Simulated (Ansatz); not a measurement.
## Fe3Co: how the energy converges with the cutoff

Fe3Co, P4/mmm, a = 4.024 Å, c = 2.828 Å. The structure is a Materials Project entry; whether it is the stable form wasn't checked. Ansatz: r2SCAN, PAW, cutoff varied, Γ-centred 10×10×14 mesh on 4 atoms, Gaussian smearing 0.10 eV; collinear spin, largest moment 2.9 μB. Single points at one geometry, the cutoff alone changed; ΔE is the energy at zero smearing over the run at 850 eV. The run at 150 eV ended in another magnetic state and is left out. The runs up to 460 eV lie under the cutoff recommended for these PAW datasets.

```
cutoff (eV)  ΔE (meV/atom)
        200       17675.48
        250        3119.79
        300         408.77
        350          35.02
        380          11.95
        460           5.37
        500           3.08
        520              ?
        600           1.35
        700           0.85
```

Problem. Assume ΔE falls exponentially with the cutoff, fit y = ln ΔE against x, the cutoff in eV, to the other rows, and predict the missing value.

Solution. y = 9.780, 8.046, 6.013, 3.556, 2.481, 1.681, 1.125, 0.300, -0.163. Means x = 415.6, y = 3.6466; Σ(Δx)² = 216822, ΣΔxΔy = -4278; the slope is their ratio. y = 11.85 − 0.01973 x, a factor of ten per 117 eV. At 520 eV this gives ΔE = 4.91 meV/atom. The run gave 2.37, a ratio of 2.07. Between neighbouring rows the decay runs from a factor of ten per 47 eV to one per 498 eV, so one exponential is only a rough guide. The fast fall gives way to a slow tail.